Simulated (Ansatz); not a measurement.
Structure: a 6-atom cell of SiO2 built on the anatase structure (relaxed group I4_1/amd), at its r2SCAN minimum. The symmetry is I4_1/amd (No. 141, tetragonal); conventional cell a = 3.490 Å, c = 8.405 Å, 8.53 Å³ an atom. Around Si lie 6 O at 1.76–1.78 Å; around O lie 3 Si at 1.76–1.78 Å.

The questions ask for values computed with Ansatz 0.2.0 on this geometry. Simulation only: spin-unpolarised, and no claim that this is the phase found in nature.

Given (10×10×10 mesh): PBE gives an indirect gap of 6.31 eV, from Γ–X (0.90 of the way from Γ) to Γ; the least direct gap is 7.04 eV at Γ.

Problem. How does the gap change from PBE to r2SCAN (10×10×10)?

Solution. r2SCAN gives an indirect gap of 7.21 eV, from k = (-0.005, -0.005, 0.432) to Γ; the least direct gap is 7.98 eV at Γ. The gap differs by +0.90 eV from PBE's.

Problem. How does the gap change from PBE to HSE06 (6×6×6)?

Solution. The HSE06 gap is indirect, 8.38 eV (k = (-0.005, -0.005, 0.432) to Γ), below the direct gap of 9.18 eV at Γ. The gap differs by +2.07 eV from PBE's.

Problem. What does PBE0 give for the gap (6×6×6 mesh)?

Solution. PBE0 gives an indirect gap of 9.14 eV, from k = (-0.005, -0.005, 0.432) to Γ; the least direct gap is 9.95 eV at Γ. The gap differs by +2.83 eV from PBE's.

Problem. How strongly does the crystal screen a field with clamped ions (r2SCAN)?

Solution. The electronic dielectric tensor ε∞ is 3.05 along x and y, 3.11 along z. Born charges, averaged over directions: Si +3.86, O -1.93 e. The program notes that the ground state's band table doesn't vouch for all the bands that the response reads.

Where an edge lies off the special points, it is a point of the mesh or the k point where a search put PBE's edge or least direct gap, reused for the other functionals, whose own edges may lie a little apart; PBE's own value is read along its path and can be a few hundredths of an eV high.

Coordinates of k points refer to the reciprocal vectors of the primitive cell of the runs.
